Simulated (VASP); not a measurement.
# ZnS (F-43m) in VASP: notebook

Aim: see how the results for ZnS move with the level of theory and the settings. Levels: HSE03, PBE. Tasks: relaxation of cell and atoms, single point.

All numbers are computed with VASP 6.6.1; they aren't measurements. Logs are shortened: lines on timing, memory, paths and dates and some standing lists are left out, and cuts for length are marked.

**1. The crystal as given**

The structure is cubic, space group F-43m (No. 216). Conventional cell: a = 5.404 Å, b = 5.404 Å, c = 5.404 Å, α = 90.00°, β = 90.00°, γ = 90.00°. Zn (site symmetry -43m) has 4 S at 2.34 Å as nearest neighbours. Around S (site symmetry -43m) lie 4 Zn at 2.34 Å.

**2. Relaxation of cell and atoms, HSE03**

Contents of POSCAR:

```
ZnS
1.0
    0.0000000000      2.7020000000      2.7020000000
    2.7020000000      0.0000000000      2.7020000000
    2.7020000000      2.7020000000      0.0000000000
Zn S
1 1
Direct
    0.7500000000      0.7500000000      0.7500000000
    0.0000000000      0.0000000000      0.0000000000
```

Contents of INCAR.step1:

```
SYSTEM = ZnS
PREC = Accurate ; ENCUT = 600
EDIFF = 1E-5 ; ISMEAR = -1
SIGMA = 0.05 ; LREAL = .False.
LASPH = .True. ; NELM = 80
ALGO = Normal ; LWAVE = .True.
LCHARG = .False. ; GGA = PE
```

Contents of INCAR.step2:

```
SYSTEM = ZnS
PREC = Accurate ; ENCUT = 600
EDIFF = 1E-6 ; ISMEAR = -1
SIGMA = 0.05 ; LREAL = .False.
LASPH = .True. ; NELM = 80
ALGO = Normal ; ISIF = 3
LWAVE = .False. ; LCHARG = .False.
GGA = PE ; LHFCALC = .True.
HFSCREEN = 0.3 ; PRECFOCK = Fast
IBRION = 2 ; NSW = 40
EDIFFG = -0.005 ; ISTART = 1
```

Contents of KPOINTS:

```
regular mesh
0
Gamma
  5 5 5
  0 0 0
```

Potentials or basis: VASP PAW PBE potentials, release 64 (Zn, S).

Launch:

```sh
$ cat potpaw_PBE.64/Zn/POTCAR potpaw_PBE.64/S/POTCAR > POTCAR
$ cp INCAR.step1 INCAR
$ mpirun -np 1 vasp_std > vasp.out
$ cp INCAR.step2 INCAR
$ mpirun -np 1 vasp_std > vasp.out
```

OUTCAR:

```text
SYSTEM = ZnS
   PREC = Accurate
   ENCUT = 600
   EDIFF = 1E-6
   ISMEAR = -1
   LREAL = .False.
   LASPH = .True.
   NELM = 80
   ISIF = 3
   GGA = PE
   LHFCALC = .True.
   HFSCREEN = 0.3
   PRECFOCK = Fast
   IBRION = 2
   NSW = 40
   EDIFFG = -0.005
   ISTART = 1

 ion  position               nearest neighbor table
   1  0.750  0.750  0.750-   2 2.34   2 2.34   2 2.34   2 2.34
   2  0.000  0.000  0.000-   1 2.34   1 2.34   1 2.34   1 2.34

  LATTYP: Found a face centered cubic cell.
 ALAT       =     5.4040000000

  Lattice vectors:

 A1 = (   0.0000000000,   2.7020000000,   2.7020000000)
 A2 = (   2.7020000000,   0.0000000000,   2.7020000000)
 A3 = (   2.7020000000,   2.7020000000,   0.0000000000)

Analysis of symmetry for initial positions (statically):
=====================================================================
 Subroutine PRICEL returns:
 Original cell was already a primitive cell.

 Routine SETGRP: Setting up the symmetry group for a
 face centered cubic supercell.

 Subroutine GETGRP returns: Found 24 space group operations
 (whereof 24 operations were pure point group operations)
 out of a pool of 48 trial point group operations.

The static configuration has the point symmetry T_d .

Analysis of symmetry for dynamics (positions and initial velocities):
=====================================================================
 Subroutine PRICEL returns:
 Original cell was already a primitive cell.

 Routine SETGRP: Setting up the symmetry group for a
 face centered cubic supercell.

 Subroutine GETGRP returns: Found 24 space group operations
 (whereof 24 operations were pure point group operations)
 out of a pool of 48 trial point group operations.

The dynamic configuration has the point symmetry T_d .

 Subroutine INISYM returns: Found 24 space group operations
 (whereof 24 operations are pure point group operations),
 and found     1 'primitive' translations

----------------------------------------------------------------------------------------

                                     Primitive cell

  volume of cell :      39.4535

  direct lattice vectors                    reciprocal lattice vectors
     0.000000000  2.702000000  2.702000000    -0.185048113  0.185048113  0.185048113
     2.702000000  0.000000000  2.702000000     0.185048113 -0.185048113  0.185048113
     2.702000000  2.702000000  0.000000000     0.185048113  0.185048113 -0.185048113

  length of vectors
     3.821205046  3.821205046  3.821205046     0.320512733  0.320512733  0.320512733

  position of ions in fractional coordinates (direct lattice)
     0.750000000  0.750000000  0.750000000
     0.000000000  0.000000000  0.000000000

  ion indices of the primitive-cell ions
   primitive index   ion index
                 1           1
                 2           2

----------------------------------------------------------------------------------------

 KPOINTS: regular mesh

Automatic generation of k-mesh.
 Grid dimensions read from file:
 generate k-points for:    5    5    5

 Generating k-lattice:

  Cartesian coordinates                     Fractional coordinates (reciprocal lattice)
    -0.037009623  0.037009623  0.037009623     0.200000000  0.000000000  0.000000000
     0.037009623 -0.037009623  0.037009623     0.000000000  0.200000000  0.000000000
     0.037009623  0.037009623 -0.037009623     0.000000000  0.000000000  0.200000000

  Length of vectors
     0.064102547  0.064102547  0.064102547

  Shift w.r.t. Gamma in fractional coordinates (k-lattice)
     0.000000000  0.000000000  0.000000000

 Subroutine IBZKPT returns following result:
 ===========================================

 Found     10 irreducible k-points:

 Following reciprocal coordinates:
            Coordinates               Weight
  0.000000  0.000000  0.000000      1.000000
  0.200000  0.000000  0.000000      8.000000
  0.400000  0.000000  0.000000      8.000000
  0.200000  0.200000  0.000000      6.000000
  0.400000  0.200000  0.000000     24.000000
 -0.400000  0.200000  0.000000     24.000000
 -0.200000  0.200000  0.000000     12.000000
  0.400000  0.400000  0.000000      6.000000
 -0.400000  0.400000  0.000000     12.000000
 -0.400000  0.400000  0.200000     24.000000
   k-points           NKPTS =     10   k-points in BZ     NKDIM =    125   number of bands    NBANDS=     13
   number of dos      NEDOS =    301   number of ions     NIONS =      2
   total plane-waves  NPLWV =  32768
   dimension x,y,z NGX =    32 NGY =   32 NGZ =   32
   dimension x,y,z NGXF=    64 NGYF=   64 NGZF=   64
   ions per type =               1   1
   NGX,Y,Z   is equivalent  to a cutoff of  13.92, 13.92, 13.92 a.u.
   NGXF,Y,Z  is equivalent  to a cutoff of  27.84, 27.84, 27.84 a.u.
 SYSTEM =  ZnS
   PREC   = accura    normal or accurate (medium, high low for compatibility)
   ISTART =      1    job   : 0-new  1-cont  2-samecut
   ICHARG =      0    charge: 1-file 2-atom 10-const
   ISPIN  =      1    spin polarized calculation?
   LNONCOLLINEAR =      F non collinear calculations
   LSORBIT =      F    spin-orbit coupling
   LASPH  =      T    aspherical Exc in radial PAW
   ENCUT  =  600.0 eV  44.10 Ry    6.64 a.u.   7.63  7.63  7.63*2*pi/ulx,y,z
   NELM   =     80;   NELMIN=  2; NELMDL=  0     # of ELM steps
   EDIFF  = 0.1E-05   stopping-criterion for ELM
   LREAL  =      F    real-space projection
   EDIFFG = -.5E-02   stopping-criterion for IOM
   NSW    =     40    number of steps for IOM
   IBRION =      2    ionic relax: 0-MD 1-quasi-New 2-CG
   NFREE  =      1    steps in history (QN), initial steepest desc. (CG)
   ISIF   =      3    stress and relaxation
   ISYM   =      3    0-nonsym 1-usesym 2-fastsym
   POTIM  = 0.5000    time-step for ionic-motion
   TEBEG  =    0.0;   TEEND  =   0.0 temperature during run
   PSTRESS=    0.0 pullay stress
   NELECT =      18.0000    total number of electrons
   NUPDOWN=      -1.0000    fix difference up-down
   EMIN   =  10.00;   EMAX   =-10.00  energy-range for DOS
   EFERMI =   0.00;   METHOD = LEGACY
   ISMEAR =    -1;   SIGMA  =   0.05  broadening in eV -4-tet -1-fermi 0-gaus
   EFERMI_NEDOS =   21; number of points for ismear=-14 and -15
   IALGO  =     38    algorithm
   IMIX   =      1    mixing-type and parameters
     AMIX     =   0.40;   BMIX     =  1.00
     AMIX_MAG =   1.60;   BMIX_MAG =  1.00
  volume/ion in A,a.u.               =      19.73       133.12
  Fermi-wavevector in a.u.,A,eV,Ry     =   1.260290  2.381602 21.610537  1.588330
  Thomas-Fermi vector in A             =   2.393807
   LORBIT       =      0    0 simple, 1 ext, 2 COOP (PROOUT), +10 PAW based schemes
   GGA     = PE    functional components
   LHFCALC =     T    Hartree Fock is set to
   PRECFOCK=fast      Normal, Fast or Accurate (Low or Medium for compatibility)
   ENCUT4O =  -1.0   cutoff for four orbital integrals eV
   NKREDX  =     1    reduce k-point grid by
   NKREDY  =     1    reduce k-point grid by
   NKREDZ  =     1    reduce k-point grid by
   AEXX    =    0.2500 exact exchange contribution
   HFSCREEN=    0.3000 screening length (either q_TF or 0.3 A-1)
   HFSCREENC=   0.3000 screening length for correlation (either q_TF or 0.3 A-1)
   ENCUTFOCK=  -1.0 apply spherical cutoff to Coloumb kernel
   IVDW    =     0    specifies the selected vdW correction
   LEPSILON=     F    determine dielectric tensor
   LRPA    =     F    only Hartree local field effects (RPA)
 conjugate gradient relaxation of ions
 non-spin polarized calculation
  energy-cutoff  :      600.00
  volume of cell :       39.45
 maximum number of plane-waves:      1363
  NGX = 18; NGY = 18; NGZ = 18

--------------------------------------- Ionic step        1  -------------------------------------------

 number of electron      17.9999998 magnetization

 Free energy of the ion-electron system (eV)
  ---------------------------------------------------
  ext. energy  EPLUGINS =         0.00000000
  ---------------------------------------------------
  free energy    TOTEN  =        -8.14329693 eV

  energy without entropy =       -8.14329693  energy(sigma->0) =       -8.14329693

------------------------ aborting loop because EDIFF is reached ----------------------------------------

  FORCE on cell =-STRESS in cart. coord.  units (eV):
  Direction    XX          YY          ZZ          XY          YZ          ZX
  --------------------------------------------------------------------------------------
  -------------------------------------------------------------------------------------
  Total        0.2753380      0.2753380      0.2753380      0.0000000     -0.0000000      0.0000000
  in kB       11.1812601     11.1812601     11.1812601      0.0000000     -0.0000000      0.0000000
  external PRESSURE =      11.1812601 kB  Pullay stress =       0.0000000 kB

 VOLUME and BASIS-vectors are now :
 -----------------------------------------------------------------------------
  energy-cutoff  :      600.00
  volume of cell :       39.45
      direct lattice vectors                 reciprocal lattice vectors
     0.000000000  2.702000000  2.702000000    -0.185048113  0.185048113  0.185048113
     2.702000000  0.000000000  2.702000000     0.185048113 -0.185048113  0.185048113
     2.702000000  2.702000000  0.000000000     0.185048113  0.185048113 -0.185048113
[... 145 lines left out ...]
 POSITION                                       TOTAL-FORCE (eV/Angst)
 -----------------------------------------------------------------------------------
      4.07193      4.07193      4.07193         0.000000     -0.000000      0.000000
      0.00000     -0.00000      0.00000        -0.000000      0.000000     -0.000000
 -----------------------------------------------------------------------------------
    total drift:                                0.000027      0.000003      0.000009

  FREE ENERGIE OF THE ION-ELECTRON SYSTEM (eV)
  ---------------------------------------------------
  free  energy   TOTEN  =        -8.1454455444 eV

  energy  without entropy=       -8.1454455443  energy(sigma->0) =       -8.14544554

--------------------------------------- Ionic step        6  -------------------------------------------

 number of electron      18.0000007 magnetization

 Free energy of the ion-electron system (eV)
  ---------------------------------------------------
  ext. energy  EPLUGINS =         0.00000000
  ---------------------------------------------------
  free energy    TOTEN  =        -8.14545881 eV

  energy without entropy =       -8.14545881  energy(sigma->0) =       -8.14545881

 E-fermi :   2.4029     XC(G=0):  -8.0564

 val. band max:        1.3682108907   @ k =   0.0000   0.0000   0.0000
 cond. band min:       4.4215133760   @ k =   0.0000   0.0000   0.0000
 fundamental gap:      3.0533024853
 Fermi energy:         2.4028866289

 k-point     1 :       0.0000    0.0000    0.0000
  band No.  band energies     occupation
      1     -12.7614      2.00000
      2      -6.3675      2.00000
      3      -6.3675      2.00000
      4      -6.3675      2.00000
      5      -5.9408      2.00000
      6      -5.9408      2.00000
      7       1.3682      2.00000
      8       1.3682      2.00000
      9       1.3682      2.00000
     10       4.4215      0.00000
     11       8.8234      0.00000
     12       8.8234      0.00000
     13       8.8234      0.00000

 k-point     2 :       0.2000    0.0000    0.0000
  band No.  band energies     occupation
      1     -12.4657      2.00000
      2      -6.3243      2.00000
      3      -6.3243      2.00000
      4      -6.3021      2.00000
      5      -5.9418      2.00000
      6      -5.9418      2.00000
      7      -0.8588      2.00000
      8       1.0306      2.00000
      9       1.0306      2.00000
     10       5.7155      0.00000
     11       8.9260      0.00000
[... 150 lines left out ...]
 POSITION                                       TOTAL-FORCE (eV/Angst)
 -----------------------------------------------------------------------------------
      4.07330      4.07330      4.07330        -0.000000     -0.000000     -0.000000
      2.71554      2.71554      0.00000         0.000000      0.000000      0.000000
 -----------------------------------------------------------------------------------
    total drift:                               -0.000019     -0.000002     -0.000008

  FREE ENERGIE OF THE ION-ELECTRON SYSTEM (eV)
  ---------------------------------------------------
  free  energy   TOTEN  =        -8.1454588136 eV

  energy  without entropy=       -8.1454588136  energy(sigma->0) =       -8.14545881

 reached required accuracy - stopping structural energy minimisation
```

Run time: 31 min. Hardware: 1 thread of Intel Xeon 6975P-C (Granite Rapids), shared host; peak memory 0.3 GiB.

Results:

- Free energy: -8.1455 eV
- Relaxed volume: 20.02 Å³/atom
- Relaxed cell: a = 3.840 Å, b = 3.840 Å, c = 3.840 Å, α = 60.00°, β = 60.00°, γ = 60.00°
- Space group after relaxing (to 0.05 Å): F-43m (No. 216)
- Energy gained by relaxing: 1.1 meV/atom
- Ionic steps: 6
- Pressure after relaxing: 0.0 GPa
- Band gap on the k mesh: 3.05 eV, direct

The path:
```tsv
step	energy change (eV)	largest force (eV/Å)	pressure (GPa)	volume (Å³)
1	0.0000	0.0000	1.12	39.45
2	-0.0020	0.0000	-0.38	40.24
3	-0.0022	0.0000	0.04	40.06
4	-0.0022	0.0000	-0.10	40.08
5	-0.0021	0.0000	0.14	40.01
6	-0.0022	0.0000	-0.04	40.05
```

Final structure:
```yaml
crystal:
  lattice:
    - [0.00000, 2.71554, 2.71554]
    - [2.71554, 0.00000, 2.71554]
    - [2.71554, 2.71554, 0.00000]
  atoms:
    - { symbol: Zn, position: [0.75000, 0.75000, 0.75000] }
    - { symbol: S, position: [0.00000, 0.00000, 0.00000] }
```

Caveat: the PAW data sets were made with another functional, which shifts forces and pressure a little. Zero-point motion and thermal expansion aren't in these numbers.

(Part 1 of 2 ends here.)
